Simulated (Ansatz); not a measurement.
BeSe, 8 atoms in the cell. The cell holds a slab with vacuum, 8 atoms: a = 3.585 Å, b = 3.585 Å, c = 24.513 Å, α = 90.00°, β = 90.00°, γ = 120.00°.  The cell isn't the ideal one: the (1 1 1) slab of BeSe, cut from the database cell, not relaxed.

```yaml
Program: Ansatz 0.2.0
Task: relaxation of the atoms
Functional: PBE
Dispersion: D3(BJ)-ATM
Potentials_or_basis: Ansatz PAW
Cutoff: "420 eV (not typed: the program's choice for these potentials)"
k_mesh: 9 × 9 × 1
Occupations: fermi-dirac, width 0.05 eV
Spin: no spin polarisation
Boundary_along_the_surface_normal: dipole_correction
Atoms_held_counted_from_0: "[0, 1, 2, 3]"
Miller: 1 × 1 × 1
Bulk_formula: BeSe
```

Potentials or basis: Ansatz PAW.

Run with:

```bash
$ ansatz run input.yaml --threads 4 --pin off --max-ram 11264MiB --backend cpu --events-out ev --progress --plain --runs-dir out
```

Hardware: 4 threads of Arm Neoverse V2, on a shared host.

Problem. How long does it take, and how much memory?

Solution. It took 24 s on 4 threads of Arm Neoverse V2 (shared host), peak memory 0.64 GiB. Counts: scf iterations 50, plane waves 5259, k points 12, bands 44, ion steps 6.
